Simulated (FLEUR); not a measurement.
Crystal: ZrS2.

```
Zr S
1.0
     3.69138    0.00000    0.00000
    -1.84569    3.19683    0.00000
     0.00000    0.00000    6.04108
Zr S
1 2
Direct
  0.00000 0.00000 0.00000
  0.33333 0.66667 0.23791
  0.66667 0.33333 0.76209
```

The cell is a database's computed one.

Base run:

| Item | Value |
| --- | --- |
| Program | FLEUR MaX-R8.1 (later development tree) |
| Functional | RPBE |
| Potentials or basis | all-electron |
| Basis | FLAPW |
| Kmax | 5.08 1/bohr |
| k mesh | 8 × 8 × 5 |
| Occupations | fermi-dirac, width 0.05 eV |
| Spin | no spin polarisation |

Its results: band gap on the k mesh 1.23 eV, indirect (least direct gap 1.79 eV).

Question: The run is repeated on the same cell with these changes: functional from RPBE to AM05. What comes out?

Answer: Band gap on the k mesh 0.98 eV, indirect (least direct gap 1.55 eV).

Not every run made on this cell is shown here.
